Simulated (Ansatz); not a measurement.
# CsSnI3 (element-swapped structure): how the settings move a relaxation

How sensitive is a relaxation of CsSnI3 (element-swapped structure) to its settings? A reference run comes first, then four runs with altered input.

Program: Ansatz 0.2.0. Level of theory: reference: DFT r2SCAN, plane waves, PAW, scalar-relativistic, no spin polarisation. These are calculated values, not measurements.

## 1. The system as given

The structure is trigonal, space group R3m (No. 160). Conventional cell: a = 8.551 Å, b = 8.551 Å, c = 10.855 Å, α = 90.00°, β = 90.00°, γ = 120.00°. I (site symmetry m) has 1 Sn at 2.82 Å as nearest neighbours. Cs (site symmetry 3m) is surrounded by 12 I at 4.28 to 4.41 Å. Sn (site symmetry 3m) is surrounded by 3 I at 2.82 Å.

Coordinates:

```xyz
5
Lattice="4.2756 2.4685 3.6182 -4.2756 2.4685 3.6182 0.0000 -4.9370 3.6182" Properties=species:S:1:pos:R:3 pbc="T T T"
I    -2.1028    1.2140    7.2821
I     0.0000   -2.4281    7.2821
I     2.1028    1.2140    7.2821
Cs    0.0000    0.0000    0.1085
Sn    0.0000    0.0000    5.8553
```

## 2. Baseline

input.yaml reads:

```yaml
crystal:
  lattice:
    - [4.275562, 2.468492, 3.618232]
    - [-4.275562, 2.468492, 3.618232]
    - [0.0, -4.936995, 3.618232]
  atoms:
    - { symbol: I, position: [0.50693, 0.99874, 0.50693] }
    - { symbol: I, position: [0.50693, 0.50693, 0.99874] }
    - { symbol: I, position: [0.99874, 0.50693, 0.50693] }
    - { symbol: Cs, position: [0.01, 0.01, 0.01] }
    - { symbol: Sn, position: [0.53943, 0.53943, 0.53943] }
  symmetry: { tolerance: 0.0003 }
kpoints:
  mp_grid: { grid: [3, 3, 3], shift: [0, 0, 0] }
magnetization:
  spin_polarized: false
scf:
  occupations: { method: gaussian, width: 0.2181 }
hamiltonian:
  pseudopotentials: { kind: paw }
  xc: r2scan
basis:
  ecutwfc: 500
output:
  forces: true
  stress: true
  eigenvalues: true
relax:
  max_steps: 40
  cell: {}
```

Run with:

```bash
> ansatz run input.yaml --threads 1 --pin off --max-ram 2560MiB --backend cpu --events-out ev --progress --plain --runs-dir out
```

## 3. Variant: preconditioner kerker_dos

Edit input.yaml of step 2 so:

```diff
@@ -18,2 +18,3 @@
   occupations: { method: gaussian, width: 0.2181 }
+  mixing: { preconditioner: kerker_dos }
 hamiltonian:
@@ -27,2 +28,6 @@
   eigenvalues: true
+  write_density: true
+  write_potential: true
+  elf: true
+  volumetric_format: npy
 relax:
```

## 4. Changing settings: eigensolver.kind davidson, n_extra_bands 1, ecutwfc 25.7 Ry, basis.precision f64

Edit input.yaml of step 2 so:

```diff
@@ -18,2 +18,4 @@
   occupations: { method: gaussian, width: 0.2181 }
+  eigensolver: { kind: davidson }
+  n_extra_bands: 1
 hamiltonian:
@@ -22,3 +24,4 @@
 basis:
-  ecutwfc: 500
+  ecutwfc: "25.7 Ry"
+  precision: f64
 output:
@@ -27,2 +30,6 @@
   eigenvalues: true
+  write_density: true
+  write_potential: true
+  elf: true
+  volumetric_format: npy
 relax:
```

## 5. Variant: dispersion d3bj

Edit input.yaml of step 2 so:

```diff
@@ -21,2 +21,3 @@
   xc: r2scan
+  dispersion: d3bj
 basis:
@@ -27,2 +28,6 @@
   eigenvalues: true
+  write_density: true
+  write_potential: true
+  elf: true
+  volumetric_format: npy
 relax:
```

## 6. Changed: starting moments, spin_polarized true

input.yaml reads:

```yaml
crystal:
  lattice:
    - [4.275562, 2.468492, 3.618232]
    - [-4.275562, 2.468492, 3.618232]
    - [0.0, -4.936995, 3.618232]
  atoms:
    - { symbol: I, position: [0.50693, 0.99874, 0.50693], spin: 0.2 }
    - { symbol: I, position: [0.50693, 0.50693, 0.99874], spin: 0.2 }
    - { symbol: I, position: [0.99874, 0.50693, 0.50693], spin: 0.2 }
    - { symbol: Cs, position: [0.01, 0.01, 0.01], spin: 0.2 }
    - { symbol: Sn, position: [0.53943, 0.53943, 0.53943], spin: 0.2 }
  symmetry: { tolerance: 0.0003 }
kpoints:
  mp_grid: { grid: [3, 3, 3], shift: [0, 0, 0] }
magnetization:
  spin_polarized: true
scf:
  occupations: { method: gaussian, width: 0.2181 }
hamiltonian:
  pseudopotentials: { kind: paw }
  xc: r2scan
basis:
  ecutwfc: 500
output:
  forces: true
  stress: true
  eigenvalues: true
relax:
  max_steps: 40
  cell: {}
```

What does the calculation give? Wanted: for each run, ending; energy change; pressure; gap; force.

As calculated:

```
                                                                                run     ending                                     energy change  pressure (GPa)  gap (eV)  force (eV/Å)  cycles     time
                                                                          reference  converged                                                 0             0.0      3.28          0.00       -  1.8 min
                                                       1: preconditioner kerker_dos  converged                                      0.0 meV/atom             0.0      3.28          0.00       -    2 min
2: eigensolver.kind davidson, n_extra_bands 1, ecutwfc 25.7 Ry, basis.precision f64  converged                                     +5.4 meV/atom             0.0      3.27          0.00       -    2 min
                                                                 3: dispersion d3bj  converged  -118.6 meV/atom (offset of the dispersion model)             0.0      3.29          0.00       -  2.1 min
                                           4: starting moments, spin_polarized true  converged                                      0.0 meV/atom             0.0      3.28          0.00       -  4.6 min
```

Times don't compare one to one where runs were asked for different outputs or read a saved state (see the inputs); cycles may leave out searches for a lower state.

**Reading.** Of the converged runs whose energies compare with the reference's, «eigensolver.kind davidson, n_extra_bands 1, ecutwfc 25.7 Ry, basis.precision f64» moves the energy most (+5.4 meV/atom). Run 2 ran under the cutoff that the potentials recommend, as the log warns, so basis error is mixed into its values. The gap of the reference lacks spin-orbit coupling, though the cell holds I and Cs.

These are semilocal Kohn-Sham gaps, which aren't the measured quantity. Such gaps usually fall short of the measured ones; spin-orbit coupling, left out here, narrows gaps with I, so the two errors partly cancel.
